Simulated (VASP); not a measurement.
Be$_{2}$C in VASP 6.6.1, single-point calculation

INCAR

```
METAGGA = RTPSS
LASPH = .TRUE.
SIGMA = 0.02
LWAVE = .FALSE.
ENCUT = 520
ISMEAR = -1
ISIF = 2
LCHARG = .FALSE.
IBRION = -1
NELM = 76
NBANDS = 11
NSW = 0
PREC = Accurate
ALGO = VeryFast
ISYM = -1
EDIFF = 1E-7
LREAL = .FALSE.
```

KPOINTS

```
KPOINTS created by Atomic Simulation Environment
0
Gamma
4 4 4
0 0 0
```

POSCAR

```
C  Be
 1.0000000000000000
     0.0000000000000000    2.1604856385000000    2.2144977794999998
     2.1604856385000000    0.0000000000000000    2.2144977794999998
     2.1604856385000000    2.1604856385000000    0.0000000000000000
 C   Be
   1   2
Cartesian
  0.0000000000000000  0.0000000000000000  0.0000000000000000
  1.0802428192500000  1.0802428192500000  1.1072488897499997
  3.2407284577500000  3.2407284577500000  3.3217466692499991
```

The recommended PBE PAW datasets give the neutral cell 8 valence electrons.

Command

```
mpirun -np 1 vasp_std
```

OSZICAR

```
N       E                     dE             d eps       ncg     rms          rms(c)
RMM:   1     0.343385037022E+02    0.34339E+02   -0.21847E+03   704   0.598E+02
RMM:   2     0.302321130046E+01   -0.31315E+02   -0.27646E+02   704   0.174E+02
RMM:   3    -0.774749906752E+01   -0.10771E+02   -0.69280E+01   704   0.948E+01
RMM:   4    -0.116794062642E+02   -0.39319E+01   -0.26173E+01   704   0.567E+01
RMM:   5    -0.128748080709E+02   -0.11954E+01   -0.94454E+00   704   0.329E+01
RMM:   6    -0.133191050585E+02   -0.44430E+00   -0.34527E+00   704   0.196E+01
RMM:   7    -0.135191833762E+02   -0.20008E+00   -0.17060E+00   704   0.119E+01
RMM:   8    -0.135994393132E+02   -0.80256E-01   -0.69247E-01   704   0.709E+00
RMM:   9    -0.136387809245E+02   -0.39342E-01   -0.35216E-01  1997   0.407E+00
RMM:  10    -0.136472670892E+02   -0.84862E-02   -0.59480E-02  1947   0.155E+00
RMM:  11    -0.136481978208E+02   -0.93073E-03   -0.70702E-03  1945   0.833E-01
RMM:  12    -0.136484910064E+02   -0.29319E-03   -0.28011E-03  1948   0.369E-01    0.541E+00
RMM:  13    -0.205826744632E+02   -0.69342E+01   -0.18006E+01  2814   0.434E+01    0.236E+00
RMM:  14    -0.206273290217E+02   -0.44655E-01   -0.45928E-02  2019   0.216E+00    0.134E+00
RMM:  15    -0.206219572345E+02    0.53718E-02   -0.30603E-02  1707   0.134E+00    0.327E-01
RMM:  16    -0.206179735641E+02    0.39837E-02   -0.18565E-03  1782   0.333E-01    0.135E-01
RMM:  17    -0.206180731305E+02   -0.99566E-04   -0.10536E-03  1660   0.228E-01    0.291E-02
RMM:  18    -0.206181076093E+02   -0.34479E-04   -0.51547E-05  1822   0.848E-02    0.232E-02
RMM:  19    -0.206181224859E+02   -0.14877E-04   -0.11096E-05  1770   0.306E-02    0.246E-02
RMM:  20    -0.206181066426E+02    0.15843E-04   -0.25842E-05  1655   0.298E-02    0.343E-03
RMM:  21    -0.206181078009E+02   -0.11583E-05   -0.13201E-06  1788   0.109E-02    0.366E-03
RMM:  22    -0.206181078674E+02   -0.66554E-07   -0.10508E-07  1566   0.361E-03
   1 F= -.20618108E+02 E0= -.20618108E+02  d E =-.937737E-09
```

Standard output (part)

```
POSCAR found type information on POSCAR C Be
 POSCAR found :  2 types and       3 ions
 LDA part: xc-table for (None), standard interpolation
 POSCAR, INCAR and KPOINTS ok, starting setup
 WAVECAR not read
 entering main loop
```

From OUTCAR

```
k-points           NKPTS =     64   k-points in BZ     NKDIM =     64   number of bands    NBANDS=     11

   NELECT =       8.0000    total number of electrons

   dimension x,y,z NGX =    24 NGY =   24 NGZ =   24
   dimension x,y,z NGXF=    48 NGYF=   48 NGZF=   48

  energy-cutoff  :      520.00
  volume of cell :       20.67
      direct lattice vectors                 reciprocal lattice vectors
     0.000000000  2.160485638  2.214497779    -0.231429449  0.231429449  0.225784828
     2.160485638  0.000000000  2.214497779     0.231429449 -0.231429449  0.225784828
     2.160485638  2.160485638  0.000000000     0.231429449  0.231429449 -0.225784828

 k-points in reciprocal lattice and weights: KPOINTS created by Atomic Simulation Env
   0.00000000  0.00000000  0.00000000       0.016
   0.25000000 -0.00000000  0.00000000       0.016
   0.50000000 -0.00000000  0.00000000       0.016
  -0.25000000  0.00000000  0.00000000       0.016
  -0.00000000  0.25000000  0.00000000       0.016
   0.25000000  0.25000000  0.00000000       0.016
   0.50000000  0.25000000  0.00000000       0.016
  -0.25000000  0.25000000  0.00000000       0.016
   ...

 E-fermi :   8.0235

 k-point     1 :       0.0000    0.0000    0.0000
  band No.  band energies     occupation
      1      -7.6719      2.00000
      2       7.4624      2.00000
      3       7.6684      2.00000
      4       7.6684      2.00000
      5      11.7506      0.00000
      6      11.7506      0.00000
      7      12.1213      0.00000
      8      13.9492      0.00000
      9      19.9825      0.00000
     10      20.9568      0.00000
     11      23.9263      0.00000

 k-point     2 :       0.2500   -0.0000    0.0000
  band No.  band energies     occupation
      1      -6.6860      2.00000
      2       2.7204      2.00000
      3       6.3470      2.00000
      4       6.5663      2.00000
      5      13.0143      0.00000
      6      13.2106      0.00000
      7      13.7692      0.00000
      8      16.0540      0.00000
      9      18.8270      0.00000
     10      18.8792      0.00000
     11      22.7045      0.00000

 k-point     3 :       0.5000   -0.0000    0.0000
  band No.  band energies     occupation
      1      -4.8126      2.00000
      2      -1.1819      2.00000
      3       5.6457      2.00000
      4       5.9501      2.00000
      5      12.4343      0.00000
      6      12.8025      0.00000
      7      14.5256      0.00000
      8      17.1255      0.00000
      9      21.9076      0.00000
     10      22.3807      0.00000
     11      24.9065      0.00000

 k-point     4 :      -0.2500    0.0000    0.0000
  band No.  band energies     occupation
      1      -6.6860      2.00000
      2       2.7204      2.00000
      3       6.3470      2.00000
      4       6.5663      2.00000
      5      13.0143      0.00000
      6      13.2106      0.00000
      7      13.7692      0.00000
      8      16.0540      0.00000
      9      18.8270      0.00000
     10      18.8792      0.00000
     11      31.5139      0.00000

 k-point     5 :      -0.0000    0.2500    0.0000
  band No.  band energies     occupation
      1      -6.6860      2.00000
      2       2.7204      2.00000
      3       6.3470      2.00000
      4       6.5663      2.00000
      5      13.0143      0.00000
      6      13.2106      0.00000
      7      13.7692      0.00000
      8      16.0540      0.00000
      9      18.8270      0.00000
     10      18.8792      0.00000
     11      22.7045      0.00000

 ...

  Total        0.0529593      0.0529785     -1.6465969      0.0000052     -0.0000019     -0.0000005
  in kB        4.1043516      4.1058388   -127.6115160      0.0004009     -0.0001448     -0.0000385
  external PRESSURE =     -39.8004418 kB  Pullay stress =       0.0000000 kB

 POSITION                                       TOTAL-FORCE (eV/Angst)
 -----------------------------------------------------------------------------------
      0.00000      0.00000      0.00000         0.000001      0.000001     -0.000002
      1.08024      1.08024      1.10725        -0.000001     -0.000000      0.000003
      3.24073      3.24073      3.32175         0.000000     -0.000001     -0.000001
 -----------------------------------------------------------------------------------
    total drift:                                0.000002      0.000002     -0.000003

  FREE ENERGIE OF THE ION-ELECTRON SYSTEM (eV)
  ---------------------------------------------------
  free  energy   TOTEN  =       -20.6181078674 eV

  energy  without entropy=      -20.6181078665  energy(sigma->0) =      -20.61810787
```

It converged. Results: gap between bands v and c on the k mesh 0.71 eV; least direct gap on the k mesh 4.08 eV; pressure -4.0 GPa. Band v is the last that the valence electrons fill when counted band by band, and c is the next.

For comparison, a separate PBE run of the intended cell, on usual settings and not on those above, gives a gap of 0.97 eV on its mesh and a pressure of -3.4 GPa.

The run above took about 59 s on one core of a shared host (Intel Xeon Platinum 8488C) and held 0.14 GiB at most.
